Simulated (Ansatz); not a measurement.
# Gd: how the settings move a single-point run

How sensitive is a single-point run of Gd to its settings? A reference run comes first, then one run with altered input.

Program: Ansatz 0.2.0. Level of theory: reference: DFT, PBE, PAW with Ansatz's default frozen-core files, scalar-relativistic. These are calculated values, not measurements.

### Step 1. The system as given

The structure is cubic, space group Im-3m (No. 229). The conventional cell has a = 4.050 Å, b = 4.050 Å, c = 4.050 Å, α = 90.00°, β = 90.00°, γ = 90.00°. Gd (site symmetry m-3m) is surrounded by 8 Gd at 3.51 Å.

Coordinates:

```
Gd
1.0
    -2.02500    2.02500    2.02500
     2.02500   -2.02500    2.02500
     2.02500    2.02500   -2.02500
Gd
1
Cartesian
  0.0000 0.0000 0.0000
```

### Step 2. The reference run

The input, input.yaml:

```yaml
crystal:
  lattice:
    - [-2.025, 2.025, 2.025]
    - [2.025, -2.025, 2.025]
    - [2.025, 2.025, -2.025]
  atoms:
    - { symbol: Gd, position: [0.0, 0.0, 0.0], spin: 7.4, spin_axis: [1.0, 0.0, 0.0] }
magnetization:
  noncollinear: true
  spin_spiral: { q: [0.0, 0.0, 0.0] }
kpoints:
  mp_grid: { grid: [12, 12, 12] }
scf:
  occupations: { method: fermi_dirac, width: 0.03 }
hamiltonian:
  xc: pbe
  pseudopotentials: { kind: paw }
output:
  eigenvalues: false
```

The run is started by

```bash
$ ansatz run input.yaml --threads 2 --pin off --max-ram 5120MiB --backend cpu --events-out ev --progress --plain --runs-dir out
```

### Step 3. Changed: starting moments, lock_directions true

input.yaml: that of step 2 with these lines changed.

```diff
@@ -6,3 +6,3 @@
   atoms:
-    - { symbol: Gd, position: [0.0, 0.0, 0.0], spin: 7.4, spin_axis: [1.0, 0.0, 0.0] }
+    - { symbol: Gd, position: [0.0, 0.0, 0.0], spin: 7.4, spin_axis: [0.25881905, 0.0, 0.96592583] }
 magnetization:
@@ -10,2 +10,3 @@
   spin_spiral: { q: [0.0, 0.0, 0.0] }
+  spin_locking: { lock_directions: true }
 kpoints:
```

Q: Predict the outcome of this session. Wanted: for each run, ending; energy change; abs. moment.

The runs gave:

```
                                      run     ending  energy change  abs. moment (μB)  cycles     time
                                reference  converged              0              7.66      17     21 s
1: starting moments, lock_directions true  converged   0.0 meV/atom              7.66      15  8.1 min
```

Residual by cycle in the longest SCF loop of each run; runs are numbered as in the table. The quantity is the density residual dr2, in eV.

```
cycle  reference    run 1
    1       1.36     1.36
    2     0.0263  0.00933
    4      0.121    0.352
    5      0.161    0.189
    6    0.00547  0.00906
    7     0.0783  0.00157
    9      0.134   1.9e-4
   10    0.00604   5.2e-5
   11     0.0021   1.5e-5
   12     3.1e-4   2.0e-6
   14     1.1e-7        -
   15     3.8e-8        -
```

The changed input (constraint on the moments) leaves the energy the same to the digits printed. Cost: 15 SCF cycles against 17, 8.1 min against 21 s.
